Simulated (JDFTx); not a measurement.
# TiAl3 (I4/mmm) in JDFTx: single point with PBEsol

Aim: the single point of TiAl3 with PBEsol.

Program: JDFTx 1.7.0 (patched build). These are calculated values, not measurements. Logs are shortened: lines on timing, memory, paths and dates and some standing lists are left out, and cuts for length are marked. The log counts tension as positive stress, the text compression.

## (1) The undisturbed crystal

It takes space group I4/mmm (No. 139, tetragonal). Conventional cell: a = 3.822 Å, b = 3.822 Å, c = 8.561 Å, α = 90.00°, β = 90.00°, γ = 90.00°. Ti (site symmetry 4/mmm) is surrounded by 12 Al at 2.70 to 2.87 Å. Al (site symmetry -4m2) has 8 Al at 2.70 to 2.87 Å and 4 Ti at 2.87 Å as nearest neighbours. Al (site symmetry 4/mmm) has 4 Ti at 2.70 Å and 8 Al at 2.87 Å as nearest neighbours.

The cell comes from a database or a generator and needn't be the stable form of this composition.

## (2) Single point, PBEsol (atoms moved at random, drawn with an rms of 0.05 Å)

Contents of TiAl3.in:

```
lattice \
   -3.6114683927     3.6114683927     3.6114683927 \
    3.6114683927    -3.6114683927     3.6114683927 \
    8.0892916522     8.0892916522    -8.0892916522
coords-type Lattice
ion Ti    -0.0096190000     0.0003760000    -0.0047860000 1
ion Al     0.2566370000     0.7534730000     0.5188220000 1
ion Al     0.7460380000     0.2426830000     0.4969250000 1
ion Al     0.5028580000     0.4875310000     0.0001400000 1

ion-species pseudo/Ti.upf
ion-species pseudo/Al.upf
elec-cutoff 42 336
elec-ex-corr gga-PBEsol
kpoint-folding 10 10 10
elec-smearing Fermi 0.0018374661
elec-n-bands 17
electronic-SCF nIterations 100 energyDiffThreshold 1e-09
electronic-minimize nIterations 30 energyDiffThreshold 1e-7
converge-empty-states yes
forces-output-coords Cartesian

dump-name run.$VAR
dump End Ecomponents EigStats BandEigs Kpoints Forces Stress ElecDensity Dtot KEdensity
```

Potentials or basis: PseudoDojo-SR-PBEsol-0.4.1-standard with smoothed tails.

Run with:

```console
> jdftx -c 1 -i TiAl3.in -o TiAl3.out
```

Standard output:

```text
*************** JDFTx 1.7.0 (patched build) ***************

Input parsed successfully to the following command list (including defaults):
[... the input with its defaults ...]

---------- Setting up symmetries ----------

Non-trivial transmission matrix:
[   1   0   0  ]
[   0   1   0  ]
[   1   1   1  ]
with reduced lattice vectors:
[      0.000000      7.222937      3.611468  ]
[      7.222937      0.000000      3.611468  ]
[      0.000000      0.000000     -8.089292  ]

Found 16 point-group symmetries of the bravais lattice
Found 1 space-group symmetries with basis
Applied RMS atom displacement 0 bohrs to make symmetries exact.

---------- Initializing the Grid ----------
R =
[     -3.61147      3.61147      3.61147  ]
[      3.61147     -3.61147      3.61147  ]
[      8.08929      8.08929     -8.08929  ]
unit cell volume = 422.025
G =
[ -7.66866e-18   0.869893   0.388364  ]
[   0.869893 -7.66866e-18   0.388364  ]
[   0.869893   0.869893 -8.92663e-18  ]
Minimum fftbox size, Smin = [  80  80  80  ]
Chosen fftbox size, S = [  80  80  80  ]

---------- Initializing tighter grid for wavefunction operations ----------
R =
[     -3.61147      3.61147      3.61147  ]
[      3.61147     -3.61147      3.61147  ]
[      8.08929      8.08929     -8.08929  ]
unit cell volume = 422.025
G =
[ -7.66866e-18   0.869893   0.388364  ]
[   0.869893 -7.66866e-18   0.388364  ]
[   0.869893   0.869893 -8.92663e-18  ]
Minimum fftbox size, Smin = [  56  56  56  ]
Chosen fftbox size, S = [  56  56  56  ]

---------- Exchange Correlation functional ----------
Initalized PBEsol GGA exchange.
Initalized PBEsol GGA correlation.

---------- Setting up pseudopotentials ----------
Width of ionic core gaussian charges (only for fluid interactions / plotting) set to 0

Reading pseudopotential file 'pseudo/Ti.upf':
  'Ti' pseudopotential, 'PBESOL' functional
  Generated using ONCVPSP code by D. R. Hamann
  12 valence electrons, 4 orbitals, 6 projectors, 1001 radial grid points, with lMax = 2
    3S    l: 0   occupation:  2.0   eigenvalue: -2.295026
    3P    l: 1   occupation:  6.0   eigenvalue: -1.424955
    3D    l: 2   occupation:  2.0   eigenvalue: -0.157121
    4S    l: 0   occupation:  2.0   eigenvalue: -0.164537
  Core radius for overlap checks: 1.61 bohrs.

Reading pseudopotential file 'pseudo/Al.upf':
  'Al' pseudopotential, 'PBESOL' functional
  Generated using ONCVPSP code by D. R. Hamann
  3 valence electrons, 2 orbitals, 6 projectors, 1001 radial grid points, with lMax = 2
    3S    l: 0   occupation:  2.0   eigenvalue: -0.283523
    3P    l: 1   occupation:  1.0   eigenvalue: -0.098840
  Core radius for overlap checks: 1.74 bohrs.

Initialized 2 species with 4 total atoms.

Folded 1 k-points by 10x10x10 to 1000 k-points.

---------- Setting up k-points, bands, fillings ----------
Adding inversion symmetry to k-mesh for non-inversion-symmetric unit cell.
Reduced to 504 k-points under symmetry.
Computing the number of bands and number of electrons
Calculating initial fillings.
nElectrons:  21.000000   nBands: 17   nStates: 504

----- Setting up reduced wavefunction bases (one per k-point) -----
average nbasis = 5486.643 , ideal nbasis = 5486.635

---------- Setting up ewald sum ----------
Optimum gaussian width for ewald sums = 2.410258 bohr.
Real space sum over 1573 unit cells with max indices [  5  5  6  ]
Reciprocal space sum over 3375 terms with max indices [  7  7  7  ]

---------- Allocating electronic variables ----------
Initializing wave functions:  linear combination of atomic orbitals
Ti pseudo-atom occupations:   s ( 2 2 )  p ( 6 )  d ( 2 )
Al pseudo-atom occupations:   s ( 2 )  p ( 1 )
	FillingsUpdate:  mu: +0.426694841  nElectrons: 21.000000
LCAOMinimize: Iter:   0  F: -64.4914244704260540  |grad|_K:  1.090e-03  alpha:  1.000e+00
	FillingsUpdate:  mu: +0.351403621  nElectrons: 21.000000
LCAOMinimize: Iter:   1  F: -64.5118979059517272  |grad|_K:  4.743e-04  alpha:  2.605e-01  linmin:  3.860e-01  cgtest: -1.085e+00
LCAOMinimize: 	Bad step direction: g.d > 0.
[... 10 lines of inner loops ...]
LCAOMinimize: Iter:   5  F: -64.5176539522136210  |grad|_K:  2.293e-06  alpha:  2.264e-01  linmin:  3.687e-04  cgtest:  2.102e-03
	FillingsUpdate:  mu: +0.381712654  nElectrons: 21.000000
LCAOMinimize: Iter:   6  F: -64.5176543149549531  |grad|_K:  4.598e-07  alpha:  5.179e-01  linmin:  8.991e-04  cgtest: -2.698e-03
LCAOMinimize: Converged (|Delta F|<1.000000e-06 for 2 iters).

-------- Electronic minimization -----------
Will mix electronic density at each iteration.
	FillingsUpdate:  mu: +0.381712654  nElectrons: 21.000000
	FillingsUpdate:  mu: +0.365292397  nElectrons: 21.000000
SCF: Cycle:  0   F: -64.623004363655411   dF: -1.054e-01   |Residual|: 1.021e-01   |deigs|: 2.182e-02
	FillingsUpdate:  mu: +0.347231377  nElectrons: 21.000000
SCF: Cycle:  1   F: -64.630820542692760   dF: -7.816e-03   |Residual|: 5.333e-02   |deigs|: 2.771e-02
	FillingsUpdate:  mu: +0.354968837  nElectrons: 21.000000
SCF: Cycle:  2   F: -64.641264473924636   dF: -1.044e-02   |Residual|: 2.364e-02   |deigs|: 1.083e-02
	FillingsUpdate:  mu: +0.352721884  nElectrons: 21.000000
SCF: Cycle:  3   F: -64.641583724910106   dF: -3.193e-04   |Residual|: 6.134e-03   |deigs|: 4.248e-03
	FillingsUpdate:  mu: +0.353491084  nElectrons: 21.000000
SCF: Cycle:  4   F: -64.641637404646033   dF: -5.368e-05   |Residual|: 1.956e-03   |deigs|: 1.315e-03
	FillingsUpdate:  mu: +0.353263691  nElectrons: 21.000000
SCF: Cycle:  5   F: -64.641648280980064   dF: -1.088e-05   |Residual|: 3.320e-04   |deigs|: 3.618e-04
	FillingsUpdate:  mu: +0.353214635  nElectrons: 21.000000
SCF: Cycle:  6   F: -64.641649122981747   dF: -8.420e-07   |Residual|: 2.295e-04   |deigs|: 1.158e-04
	FillingsUpdate:  mu: +0.353241210  nElectrons: 21.000000
SCF: Cycle:  7   F: -64.641649746730621   dF: -6.237e-07   |Residual|: 3.565e-05   |deigs|: 1.015e-04
	FillingsUpdate:  mu: +0.353238149  nElectrons: 21.000000
SCF: Cycle:  8   F: -64.641649941320622   dF: -1.946e-07   |Residual|: 2.248e-05   |deigs|: 6.827e-05
	FillingsUpdate:  mu: +0.353238049  nElectrons: 21.000000
SCF: Cycle:  9   F: -64.641650027302830   dF: -8.598e-08   |Residual|: 2.955e-05   |deigs|: 5.076e-05
	FillingsUpdate:  mu: +0.353238261  nElectrons: 21.000000
SCF: Cycle: 10   F: -64.641650060893440   dF: -3.359e-08   |Residual|: 3.889e-05   |deigs|: 9.360e-05
	FillingsUpdate:  mu: +0.353239123  nElectrons: 21.000000
SCF: Cycle: 11   F: -64.641650074064799   dF: -1.317e-08   |Residual|: 5.570e-05   |deigs|: 8.501e-05
	FillingsUpdate:  mu: +0.353239541  nElectrons: 21.000000
SCF: Cycle: 12   F: -64.641650078891487   dF: -4.827e-09   |Residual|: 7.045e-05   |deigs|: 5.145e-05
	FillingsUpdate:  mu: +0.353239283  nElectrons: 21.000000
SCF: Cycle: 13   F: -64.641650081272005   dF: -2.381e-09   |Residual|: 7.424e-05   |deigs|: 8.118e-05
	FillingsUpdate:  mu: +0.353239517  nElectrons: 21.000000
SCF: Cycle: 14   F: -64.641650081703801   dF: -4.318e-10   |Residual|: 8.068e-05   |deigs|: 4.534e-05
	FillingsUpdate:  mu: +0.353239751  nElectrons: 21.000000
SCF: Cycle: 15   F: -64.641650081704228   dF: -4.263e-13   |Residual|: 8.759e-05   |deigs|: 4.803e-05
SCF: Converged (|Delta E|<1.000000e-09 for 2 iters).

Setting wave functions to eigenvectors of Hamiltonian
Converging empty states (this may take a while):
EmptyStates: None of the convergence criteria satisfied.
|deigs|: 1.856e-04

# Stress tensor in Cartesian coordinates [Eh/a0^3]:
[   7.7455e-06  1.01351e-06 -6.54186e-06  ]
[  1.01351e-06  8.61105e-06  7.20819e-06  ]
[ -6.54186e-06  7.20819e-06  1.67038e-05  ]

# Ionic positions in lattice coordinates:
ion Ti  -0.009619000000000   0.000376000000000  -0.004786000000000 1
ion Al   0.256637000000000   0.753473000000000   0.518822000000000 1
ion Al   0.746038000000000   0.242683000000000   0.496925000000000 1
ion Al   0.502858000000000   0.487531000000000   0.000140000000000 1

# Forces in Cartesian coordinates:
force Ti  -0.004896300462842   0.010796847116216  -0.002377118739160 1
force Al  -0.005620523658476  -0.006274786342330   0.000946875547515 1
force Al   0.004043050011747   0.003055335266806   0.000957150552461 1
force Al   0.006482411279815  -0.007572678389074   0.000474876616058 1

# Energy components:
   Eewald =      -42.8173255386951297
       EH =       19.0484634500520933
     Eloc =      -58.4879237975683353
      Enl =        1.6697560001126908
      Exc =      -11.9733020685759204
 Exc_core =        1.6781426013133702
       KE =       26.2410334629579651
-------------------------------------
     Etot =      -64.6411558904032688
       TS =        0.0004941913009644
-------------------------------------
        F =      -64.6416500817042277

IonicMinimize: Iter:   0  F: -64.641650081704228  |grad|_K:  5.356e-03
IonicMinimize: None of the convergence criteria satisfied after 0 iterations.

#--- Lowdin population analysis ---
# oxidation-state Ti +0.497
# oxidation-state Al -0.134 -0.134 -0.089

Dumping 'run.eigStats' ...
	eMin: -1.711993 at state 0 ( [ +0.000000 +0.000000 +0.000000 ] spin 0 )
	HOMO: +0.353200 at state 290 ( [ +0.300000 +0.300000 -0.200000 ] spin 0 )
	mu  : +0.353224
	LUMO: +0.353295 at state 354 ( [ +0.400000 +0.000000 +0.200000 ] spin 0 )
	eMax: +0.580808 at state 503 ( [ +0.500000 +0.500000 +0.500000 ] spin 0 )
	HOMO-LUMO gap: +0.000095
	Optical gap  : +0.003217 at state 501 ( [ +0.500000 +0.500000 +0.300000 ] spin 0 )
WARNING: the last solve of the electrons (or of bands or displaced states from it) ended unconverged.
Done!
```

Wall time 77 min (1 thread of Arm Neoverse V1, shared host); peak memory 3.9 GiB.

Results:

```yaml
Free_energy: -1758.9889 eV
Pressure: -0.3 GPa
Largest_force: 0.622 eV/Å
Band_gap_on_the_k_mesh: none (metal or under the smearing width)
Loewdin_charges: Ti +0.50; Al -0.13, -0.09 e
```

Forces in eV/Å, atoms in the order of the input:
```
Ti  -0.252  0.555 -0.122
Al  -0.289 -0.323  0.049
Al   0.208  0.157  0.049
Al   0.333 -0.389  0.024
```

Caveat: the empty levels aren't tightly converged.
